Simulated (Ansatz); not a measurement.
A run of Ansatz 0.2.0:

input.yaml

```yaml
crystal:
  lattice:
    - [0.0, 2.2535006075, 2.2535006075]
    - [2.2535006075, 0.0, 2.2535006075]
    - [2.2535006075, 2.2535006075, 0.0]
  atoms:
    - { symbol: Ga, position: [0.0, 0.0, 0.0] }
    - { symbol: "N", position: [0.25, 0.25, 0.25] }
kpoints:
  mp_grid: { grid: [10, 10, 10] }
scf:
  occupations: { method: gaussian, width: 0.017 }
hamiltonian:
  xc: pbe
  pseudopotentials: { kind: all_electron, lapw: { basis_error: 0.001 } }
output:
  forces: true
  stress: true
  eigenvalues: true
```

Potentials or basis: all-electron LAPW, scalar-relativistic.

The run is started by

```bash
$ ansatz run input.yaml --threads 1 --pin off --max-ram 3072MiB --backend cpu --events-out ev --progress --plain --runs-dir out
```

Hardware: 1 thread of Intel(R) Xeon(R) 6975P-C (Granite Rapids), on a shared host.

Estimate the wall time of this run.

Wall time 8.2 s on 1 thread of Intel(R) Xeon(R) 6975P-C (Granite Rapids), on a shared host, peak memory 0.33 GiB. Counts: scf iterations 8, plane waves 459, k points 47, bands 18.
